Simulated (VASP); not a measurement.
# Os (P6_3/mmc) in VASP: a series of runs

The runs below take Os through relaxation of shape and atoms at fixed volume, with r2SCAN.

Everything below comes from runs of VASP 6.6.1. Logs are shortened: lines on timing, memory, paths and dates and some standing lists are left out, and cuts for length are marked.

### Step 1. The undisturbed crystal

It takes space group P6_3/mmc (No. 194, hexagonal). The conventional cell has a = 2.734 Å, b = 2.734 Å, c = 4.320 Å, α = 90.00°, β = 90.00°, γ = 120.00°. Os (site symmetry -6m2) is surrounded by 12 Os at 2.68 to 2.73 Å.

### Step 2. Relaxation of shape and atoms at fixed volume, r2SCAN (a relaxed cell with its volume scaled by 1.02)

Contents of INCAR:

```
  ALGO = Normal
  EDIFF = 1E-7
  EDIFFG = -0.01
  ENCUT = 600
  IBRION = 2
  ISIF = 4
  ISMEAR = 1
  LASPH = True
  LCHARG = False
  LMIXTAU = True
  LREAL = False
  LWAVE = False
  METAGGA = R2SCAN
  NELM = 80
  NSW = 40
  PREC = Accurate
  SIGMA = 0.1
```

Contents of KPOINTS:

```
k-points
0
Gamma
  15 15 9
```

Contents of POSCAR:

```
Os                                      
1.0
    2.7562462024      0.0000000000      0.0000000000
   -1.3781231011      2.3869792303      0.0000000000
    0.0000000000      0.0000000000      4.3552252095
  Os            
     2
Direct
     0.3333333332999970    0.6666666667000030    0.2500000000000000
     0.6666666667000030    0.3333333332999970    0.7500000000000000
```

Potentials or basis: VASP PAW PBE potentials, release 64 (Os).

Run with:

```sh
> cat potpaw_PBE.64/Os/POTCAR > POTCAR
> mpirun -np 1 vasp_std > vasp.out
```

OUTCAR:

```text
EDIFF = 1E-7
   EDIFFG = -0.01
   ENCUT = 600
   IBRION = 2
   ISIF = 4
   ISMEAR = 1
   LASPH = True
   LREAL = False
   METAGGA = R2SCAN
   NELM = 80
   NSW = 40
   PREC = Accurate

 ion  position               nearest neighbor table
   1  0.333  0.667  0.250-   2 2.70   2 2.70   2 2.70   2 2.70   2 2.70   2 2.70
   2  0.667  0.333  0.750-   1 2.70   1 2.70   1 2.70   1 2.70   1 2.70   1 2.70

  LATTYP: Found a hexagonal cell.
 ALAT       =     2.7562462024
 C/A-ratio  =     1.5801292373

  Lattice vectors:

 A1 = (   2.7562462024,   0.0000000000,   0.0000000000)
 A2 = (  -1.3781231011,   2.3869792303,   0.0000000000)
 A3 = (   0.0000000000,   0.0000000000,   4.3552252095)

Analysis of symmetry for initial positions (statically):
=====================================================================
 Subroutine PRICEL returns:
 Original cell was already a primitive cell.

 Routine SETGRP: Setting up the symmetry group for a
 hexagonal supercell.

 Subroutine GETGRP returns: Found 24 space group operations
 (whereof 12 operations were pure point group operations)
 out of a pool of 24 trial point group operations.

The static configuration has the point symmetry D_3d.
 The point group associated with its full space group is D_6h.

Analysis of symmetry for dynamics (positions and initial velocities):
=====================================================================
 Subroutine PRICEL returns:
 Original cell was already a primitive cell.

 Routine SETGRP: Setting up the symmetry group for a
 hexagonal supercell.

 Subroutine GETGRP returns: Found 24 space group operations
 (whereof 12 operations were pure point group operations)
 out of a pool of 24 trial point group operations.

The dynamic configuration has the point symmetry D_3d.
 The point group associated with its full space group is D_6h.

 Subroutine INISYM returns: Found 24 space group operations
 (whereof 12 operations are pure point group operations),
 and found     1 'primitive' translations

----------------------------------------------------------------------------------------

                                     Primitive cell

  volume of cell :      28.6535

  direct lattice vectors                    reciprocal lattice vectors
     2.756246202  0.000000000  0.000000000     0.362812291  0.209469774  0.000000000
    -1.378123101  2.386979230  0.000000000     0.000000000  0.418939548  0.000000000
     0.000000000  0.000000000  4.355225210     0.000000000  0.000000000  0.229609251

  length of vectors
     2.756246202  2.756246202  4.355225210     0.418939548  0.418939548  0.229609251

  position of ions in fractional coordinates (direct lattice)
     0.333333333  0.666666667  0.250000000
     0.666666667  0.333333333  0.750000000

  ion indices of the primitive-cell ions
   primitive index   ion index
                 1           1
                 2           2

----------------------------------------------------------------------------------------

 KPOINTS: k-points

Automatic generation of k-mesh.
 Grid dimensions read from file:
 generate k-points for:   15   15    9

 Generating k-lattice:

  Cartesian coordinates                     Fractional coordinates (reciprocal lattice)
     0.024187486  0.013964652  0.000000000     0.066666667  0.000000000  0.000000000
     0.000000000  0.027929303  0.000000000     0.000000000  0.066666667  0.000000000
     0.000000000  0.000000000  0.025512139     0.000000000  0.000000000  0.111111111

  Length of vectors
     0.027929303  0.027929303  0.025512139

  Shift w.r.t. Gamma in fractional coordinates (k-lattice)
     0.000000000  0.000000000  0.000000000

 Subroutine IBZKPT returns following result:
 ===========================================

 Found    135 irreducible k-points:

 Following reciprocal coordinates:
            Coordinates               Weight
  0.000000  0.000000  0.000000      1.000000
  0.066667  0.000000  0.000000      6.000000
  0.133333 -0.000000  0.000000      6.000000
  0.200000  0.000000  0.000000      6.000000
  0.266667 -0.000000  0.000000      6.000000
  0.333333  0.000000  0.000000      6.000000
[... 16 lines left out ...]
  0.333333  0.200000  0.000000     12.000000
  0.400000  0.200000  0.000000      6.000000
 [... further k-points ...]
   k-points           NKPTS =    135   k-points in BZ     NKDIM =    135   number of bands    NBANDS=     12
   number of dos      NEDOS =    301   number of ions     NIONS =      2
   total plane-waves  NPLWV =  20736
   dimension x,y,z NGX =    24 NGY =   24 NGZ =   36
   dimension x,y,z NGXF=    48 NGYF=   48 NGZF=   72
   ions per type =               2
   NGX,Y,Z   is equivalent  to a cutoff of  14.48, 14.48, 13.74 a.u.
   NGXF,Y,Z  is equivalent  to a cutoff of  28.95, 28.95, 27.48 a.u.
 SYSTEM =  unknown system
   PREC   = accura    normal or accurate (medium, high low for compatibility)
   ISTART =      0    job   : 0-new  1-cont  2-samecut
   ICHARG =      2    charge: 1-file 2-atom 10-const
   ISPIN  =      1    spin polarized calculation?
   LNONCOLLINEAR =      F non collinear calculations
   LSORBIT =      F    spin-orbit coupling
   LASPH  =      T    aspherical Exc in radial PAW
   ENCUT  =  600.0 eV  44.10 Ry    6.64 a.u.   5.50  5.50  8.70*2*pi/ulx,y,z
   NELM   =     80;   NELMIN=  2; NELMDL= -5     # of ELM steps
   EDIFF  = 0.1E-06   stopping-criterion for ELM
   LREAL  =      F    real-space projection
   EDIFFG = -.1E-01   stopping-criterion for IOM
   NSW    =     40    number of steps for IOM
   IBRION =      2    ionic relax: 0-MD 1-quasi-New 2-CG
   NFREE  =      1    steps in history (QN), initial steepest desc. (CG)
   ISIF   =      4    stress and relaxation
   ISYM   =      2    0-nonsym 1-usesym 2-fastsym
   POTIM  = 0.5000    time-step for ionic-motion
   TEBEG  =    0.0;   TEEND  =   0.0 temperature during run
   PSTRESS=    0.0 pullay stress
   NELECT =      16.0000    total number of electrons
   NUPDOWN=      -1.0000    fix difference up-down
   EMIN   =  10.00;   EMAX   =-10.00  energy-range for DOS
   EFERMI =   0.00;   METHOD = LEGACY
   ISMEAR =     1;   SIGMA  =   0.10  broadening in eV -4-tet -1-fermi 0-gaus
   EFERMI_NEDOS =   21; number of points for ismear=-14 and -15
   IALGO  =     38    algorithm
   IMIX   =      4    mixing-type and parameters
     AMIX     =   0.40;   BMIX     =  1.00
     AMIX_MAG =   1.60;   BMIX_MAG =  1.00
  volume/ion in A,a.u.               =      14.33        96.68
  Fermi-wavevector in a.u.,A,eV,Ry     =   1.348101  2.547541 24.726903  1.817376
  Thomas-Fermi vector in A             =   2.475797
   LORBIT       =      0    0 simple, 1 ext, 2 COOP (PROOUT), +10 PAW based schemes
   METAGGA = R2SCAN    functional components
   LHFCALC =     F    Hartree Fock is set to
   AEXX    =    0.0000 exact exchange contribution
   IVDW    =     0    specifies the selected vdW correction
   LEPSILON=     F    determine dielectric tensor
   LRPA    =     F    only Hartree local field effects (RPA)
 conjugate gradient relaxation of ions
 non-spin polarized calculation
 Methfessel and Paxton  Order N= 1 SIGMA  =   0.10
  energy-cutoff  :      600.00
  volume of cell :       28.65
 maximum number of plane-waves:       984
 NGX is ok and might be reduce to    24
   NGX = 11   NGY = 11   NGZ = 17

--------------------------------------- Ionic step        1  -------------------------------------------

 number of electron      16.0000000 magnetization

 Free energy of the ion-electron system (eV)
  ---------------------------------------------------
  ext. energy  EPLUGINS =         0.00000000
  ---------------------------------------------------
  free energy    TOTEN  =      -105.99844842 eV

  energy without entropy =     -105.99959478  energy(sigma->0) =     -105.99883054

------------------------ aborting loop because EDIFF is reached ----------------------------------------

  FORCE on cell =-STRESS in cart. coord.  units (eV):
  Direction    XX          YY          ZZ          XY          YZ          ZX
  --------------------------------------------------------------------------------------
  -------------------------------------------------------------------------------------
  Total       -1.4364247     -1.4364247     -1.5424445     -0.0000000     -0.0000000     -0.0000000
  in kB      -80.3186108    -80.3186108    -86.2467749     -0.0000000     -0.0000000     -0.0000000
  external PRESSURE =     -82.2946655 kB  Pullay stress =       0.0000000 kB

 VOLUME and BASIS-vectors are now :
 -----------------------------------------------------------------------------
  energy-cutoff  :      600.00
  volume of cell :       28.65
      direct lattice vectors                 reciprocal lattice vectors
     2.756246202  0.000000000  0.000000000     0.362812291  0.209469774  0.000000000
    -1.378123101  2.386979230  0.000000000     0.000000000  0.418939548  0.000000000
     0.000000000  0.000000000  4.355225210     0.000000000  0.000000000  0.229609251
[... 37 lines left out ...]
 POSITION                                       TOTAL-FORCE (eV/Angst)
 -----------------------------------------------------------------------------------
     -0.00000      1.59268      1.08695         0.000000      0.000000      0.000000
      1.37930      0.79634      3.26085         0.000000     -0.000000      0.000000
 -----------------------------------------------------------------------------------
    total drift:                               -0.000000      0.000000     -0.000000

  FREE ENERGIE OF THE ION-ELECTRON SYSTEM (eV)
  ---------------------------------------------------
  free  energy   TOTEN  =      -105.9983851532 eV

  energy  without entropy=     -105.9995511330  energy(sigma->0) =     -105.99877381

--------------------------------------- Ionic step        3  -------------------------------------------

 number of electron      16.0000000 magnetization

 Free energy of the ion-electron system (eV)
  ---------------------------------------------------
  ext. energy  EPLUGINS =         0.00000000
  ---------------------------------------------------
  free energy    TOTEN  =      -105.99848231 eV

  energy without entropy =     -105.99964141  energy(sigma->0) =     -105.99886868

 E-fermi :   8.9035     XC(G=0): -15.2333

 val. band max:        8.8910784364   @ k =   0.1333  -0.0000   0.3333
 cond. band min:       8.9206396835   @ k =   0.0000   0.0000   0.0000
 fundamental gap:      0.0295612471
 Fermi energy:         8.9034560104

 k-point     1 :       0.0000    0.0000    0.0000
  band No.  band energies     occupation
      1      -2.3094      2.00000
      2       0.9999      2.00000
      3       5.8404      2.00000
      4       5.8404      2.00000
      5       6.1061      2.00000
      6       6.6757      2.00000
      7       6.6757      2.00000
      8       7.3085      2.00000
      9       7.3085      2.00000
     10       8.9206      0.71387
     11      10.5908     -0.00000
     12      10.5908     -0.00000

 k-point     2 :       0.0667    0.0000    0.0000
  band No.  band energies     occupation
      1      -2.1258      2.00000
      2       1.1621      2.00000
      3       5.4673      2.00000
      4       6.0002      2.00000
      5       6.4259      2.00000
      6       6.5728      2.00000
      7       6.8244      2.00000
      8       7.0823      2.00000
      9       7.1813      2.00000
     10       8.1403      2.00000
     11      10.6773     -0.00000
     12      11.6487      0.00000
[... 316 lines left out ...]
 k-point    24 :       0.4000    0.2000    0.0000
  band No.  band energies     occupation
      1       2.3820      2.00000
      2       2.7099      2.00000
      3       2.7189      2.00000
      4       4.8353      2.00000
      5       5.1732      2.00000
      6       5.9105      2.00000
      7       7.2475      2.00000
      8      10.3412     -0.00000
      9      10.9421      0.00000
     10      11.1301      0.00000
     11      14.0448      0.00000
     12      14.7651      0.00000

 [... further k-points ...]

------------------------ aborting loop because EDIFF is reached ----------------------------------------

  FORCE on cell =-STRESS in cart. coord.  units (eV):
  Direction    XX          YY          ZZ          XY          YZ          ZX
  --------------------------------------------------------------------------------------
  -------------------------------------------------------------------------------------
  Total       -1.4668338     -1.4668338     -1.4662840     -0.0000000      0.0000000      0.0000000
  in kB      -82.0189514    -82.0189514    -81.9882105     -0.0000000      0.0000000      0.0000000
  external PRESSURE =     -82.0087045 kB  Pullay stress =       0.0000000 kB

 VOLUME and BASIS-vectors are now :
 -----------------------------------------------------------------------------
  energy-cutoff  :      600.00
  volume of cell :       28.65
      direct lattice vectors                 reciprocal lattice vectors
     2.757119451 -0.000000000 -0.000000000     0.362697380  0.209403430  0.000000000
    -1.378559725  2.387735486 -0.000000000     0.000000000  0.418806859  0.000000000
     0.000000000 -0.000000000  4.352466830     0.000000000  0.000000000  0.229754766

 POSITION                                       TOTAL-FORCE (eV/Angst)
 -----------------------------------------------------------------------------------
     -0.00000      1.59182      1.08812        -0.000000      0.000000      0.000000
      1.37856      0.79591      3.26435         0.000000     -0.000000      0.000000
 -----------------------------------------------------------------------------------
    total drift:                               -0.000000      0.000000     -0.000000

  FREE ENERGIE OF THE ION-ELECTRON SYSTEM (eV)
  ---------------------------------------------------
  free  energy   TOTEN  =      -105.9984823072 eV

  energy  without entropy=     -105.9996414130  energy(sigma->0) =     -105.99886868

 reached required accuracy - stopping structural energy minimisation
```

Run time: 4.6 min. Hardware: 1 thread of Intel Xeon Platinum 8488C (Sapphire Rapids), shared host; peak memory 0.21 GiB.

What came out:

* Free energy: -105.9985 eV
* Energy gained by relaxing: 0.0 meV/atom
* Ionic steps: 3
* Pressure after relaxing: -8.2 GPa
* Band gap on the k mesh: none (metal or under the smearing width)

Final structure:
```yaml
crystal:
  lattice:
    - [2.75712, 0.00000, 0.00000]
    - [-1.37856, 2.38774, 0.00000]
    - [0.00000, 0.00000, 4.35247]
  atoms:
    - { symbol: Os, position: [0.33333, 0.66667, 0.25000] }
    - { symbol: Os, position: [0.66667, 0.33333, 0.75000] }
```

Caveat: the PAW data sets were made with another functional, which shifts forces and pressure a little.

(Continued in part 2 of 2.)
